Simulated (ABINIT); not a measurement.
The system is Si.

```xyz
3
Lattice="1.8377 -4.6347 0.0000 1.8377 4.6347 0.0000 0.0000 0.0000 3.6152" Properties=species:S:1:pos:R:3 pbc="T T T"
Si    1.8377   -1.5889    1.8076
Si    1.8377    1.5889    1.8076
Si    1.8377    0.0000    0.0000
```

The cell was built by a generator and needn't be a form met in nature.

| Item | Value |
| --- | --- |
| Program | ABINIT 10.8.3 (patched build) |
| Task | single point |
| Functional | PBE |
| Potentials or basis | JTH PAW PBE v2.0 |
| Cutoff | 408 eV |
| k mesh | 8 × 8 × 7 |
| Occupations | fermi-dirac, width 0.05 eV |
| Spin | no spin polarisation |

On this cell: pressure -0.1 GPa; largest force 0.018 eV/Å; band gap on the k mesh none (metal or under the smearing width).

The same run follows on a disturbed copy (atoms moved at random, drawn with an rms of 0.05 Å):

```
CELL_PARAMETERS angstrom
1.83770 -4.63471 0.00000
1.83770 4.63471 0.00000
0.00000 0.00000 3.61520
ATOMIC_POSITIONS crystal
Si 0.67853 0.33012 0.49553
Si 0.32588 0.67819 0.49283
Si 0.50803 0.50519 0.01183
```

Q: What changes?

A: The energy (extrapolated to zero smearing) moves by +14.8 meV/atom; pressure 0.4 GPa; largest force 0.747 eV/Å; band gap on the k mesh none (metal or under the smearing width).

Forces in eV/Å, atoms in the order of the input:
```
Si  -0.105  0.537  0.303
Si   0.113 -0.672  0.306
Si  -0.008  0.136 -0.609
```

Stress tensor (GPa, compression positive):
```
 1.81 -0.35 -0.02
-0.35 -0.03 -0.05
-0.02 -0.05 -0.50
```
